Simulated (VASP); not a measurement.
Runs of VASP 6.6.1 on BaZrS3. It takes space group Pnma (No. 62, orthorhombic). Conventional cell: a = 7.134 Å, b = 10.042 Å, c = 7.064 Å, α = 90.00°, β = 90.00°, γ = 90.00°. Around Ba (site symmetry m) lie 8 S at 3.18 to 3.46 Å. Zr (site symmetry -1) is surrounded by 6 S at 2.55 to 2.56 Å. Around S (site symmetry m) lie 2 Zr at 2.55 Å. S (site symmetry 1) is surrounded by 2 Zr at 2.55 to 2.56 Å. The cell is a database's computed one.

```csv
level,potentials or basis,k mesh,cutoff (eV),mesh quality,gap on the mesh (eV),pressure (GPa),relaxed volume (Å³/atom),largest force (eV/Å)
PBE,"VASP PAW PBE potentials, release 64 (Ba_sv, Zr_sv, S)",2 × 2 × 2,300,coarse,1.04,0.0,(a),0.01
LDA,"VASP PAW LDA potentials, release 64 (Ba_sv, Zr_sv, S)",4 × 4 × 4,600,not flagged,0.84,0.0,(b),0.01
PBEsol,"VASP PAW PBE potentials, release 64 (Ba_sv, Zr_sv, S)",4 × 4 × 4,600,not flagged,0.92,0.0,(c),-
r2SCAN,"VASP PAW PBE potentials, release 64 (Ba_sv, Zr_sv, S)",4 × 4 × 4,600,not flagged,1.34,0.0,25.27,0.01
```

Alike in all rows: task relaxation of cell and atoms; no spin polarisation; cell relaxed; smearing gaussian 0.03 eV.

Question: Estimate the missing entries.

Answer: (a) 25.36; (b) 23.87; (c) 24.44.

Caveats: some runs use coarse meshes; spin-orbit coupling is left out, which moves the levels of the heavy elements; the PAW data sets were made with another functional, which shifts forces and pressure a little (some runs); the cutoff is under 1.25 times the usual one of these potentials, so pressure, stress and relaxed cells hold a basis-set (Pulay) error (some runs).

A k mesh can miss the band edges, and the runs leave out spin-orbit coupling on Ba, Zr.
